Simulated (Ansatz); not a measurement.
# Ti6Al6C: the cost of one run

Computed with Ansatz 0.2.0 (DFT PBE, scalar-relativistic, plane waves, PAW, unless a step's input says otherwise).

1 further run of the same task is left out (set aside as unsound or not needed).

### Step 1. Starting point

Symmetry: Pm, No. 6, monoclinic system. The conventional cell has a = 4.958 Å, b = 5.644 Å, c = 20.187 Å, α = 90.00°, β = 90.00°, γ = 90.00°. Around Ti (site symmetry 1) lie 3 Ti at 2.78 to 2.82 Å and 6 Al at 2.84 to 2.85 Å. Al (site symmetry m) has 3 Al at 2.77 to 2.82 Å and 6 Ti at 2.85 to 2.86 Å as nearest neighbours. Around Ti (site symmetry 1) lie 4 Ti at 2.74 to 2.82 Å and 8 Al at 2.84 to 2.91 Å. Al (site symmetry m) has 4 Al at 2.77 to 2.87 Å and 8 Ti at 2.80 to 2.86 Å as nearest neighbours. Around Ti (site symmetry 1) lie 3 Ti at 2.74 to 2.82 Å and 6 Al at 2.80 to 2.87 Å. Al (site symmetry m) has 1 C at 1.98 Å as nearest neighbours. Only part of the 10 independent sites is listed.

Coordinates:

```xyz
13
Lattice="5.6437 0.0000 0.0000 0.0000 4.9580 0.0000 0.0000 0.0000 20.1872" Properties=species:S:1:pos:R:3 pbc="T T T"
Ti    0.0000    1.6061    4.0000
Ti    2.8219    1.6061    4.0000
Al    1.4109    4.0851    4.0000
Al    4.2328    4.0851    4.0000
Ti    0.0000    3.1615    6.3056
Ti    2.8219    3.1615    6.3056
Al    1.4109    0.6950    6.2848
Al    4.2328    0.6950    6.2848
Ti    0.0000    4.7572    8.5305
Ti    2.8219    4.7572    8.5305
Al    1.4109    2.2635    8.6872
Al    4.2328    2.2635    8.6872
C     1.4109    2.2635   10.6672
```

This is the geometry of the first run shown, built on a cell relaxed beforehand with the same method.

### Step 2. What is varied

Atoms count from 1 in the order of the input.

C is moved over the surface cell; relaxed at each place: the height of the adsorbate's atoms; substrate rigid; the origin of the map has the adsorbate above Al11.

- position of C13 along the first surface vector, from above Al11: 6 values from 0.000 to 0.833, periodic
- position of C13 along the second surface vector, from above Al11: 6 values from 0.000 to 0.833, periodic

Relaxed at each point: the height of the adsorbate's atoms; substrate rigid. Points are written as (first, second).

The two vectors of the plane (Å): (2.822, 0.000, 0.000); (0.000, 4.958, 0.000).

### Step 3. Grid point (0/6, 0/6) of the map's two axes

File input.yaml:

```yaml
crystal:
  lattice:
    - [5.6437148484, 0.0, 0.0]
    - [0.0, 4.9580382202, 0.0]
    - [0.0, 0.0, 20.1871503857]
  atoms:
    - { symbol: Ti, position: [0.0, 0.32392942, 0.1981458464] }
    - { symbol: Ti, position: [0.5, 0.32392942, 0.1981458464] }
    - { symbol: Al, position: [0.25, 0.82392942, 0.1981458464] }
    - { symbol: Al, position: [0.75, 0.82392942, 0.1981458464] }
    - { symbol: Ti, position: [0.0, 0.6376472275, 0.3123548612] }
    - { symbol: Ti, position: [0.5, 0.6376472275, 0.3123548612] }
    - { symbol: Al, position: [0.25, 0.1401678759, 0.3113266788] }
    - { symbol: Al, position: [0.75, 0.1401678759, 0.3113266788] }
    - { symbol: Ti, position: [0.0, 0.9594831277, 0.4225709844] }
    - { symbol: Ti, position: [0.5, 0.9594831277, 0.4225709844] }
    - { symbol: Al, position: [0.25, 0.4565330429, 0.4303306915] }
    - { symbol: Al, position: [0.75, 0.4565330429, 0.4303306915] }
    - { symbol: C, position: [0.25, 0.4565330429, 0.5284128855] }
basis:
  ecutwfc: 420
kpoints:
  mp_grid: { grid: [5, 6, 1] }
hamiltonian:
  xc: pbe
  pseudopotentials: { kind: paw, azcp: { folder: soft_1 } }
scf:
  occupations: { method: gaussian, width: 0.1 }
output:
  forces: true
  eigenvalues: true
relax:
  adjacent_minimum: "off"
  f_tol: 0.025
  max_steps: 16
  constraints:
    - { sites: [0, 1, 2, 3, 4, 5, 6, 7, 8, 9, 10, 11] }
    - { sites: [12], fix: xy }
efield:
  axis: 3
  dipole_correction: true
  ramp_width: 0.04
```

On the command line:

```console
$ ansatz run input.yaml --threads 4 --pin off --max-ram 12288MiB --backend cpu --events-out ev --progress --plain --runs-dir out
```

What time and memory should one allow on 4 threads of Arm Neoverse V2, shared host?

About 36 s, with a peak of 1.2 GiB.
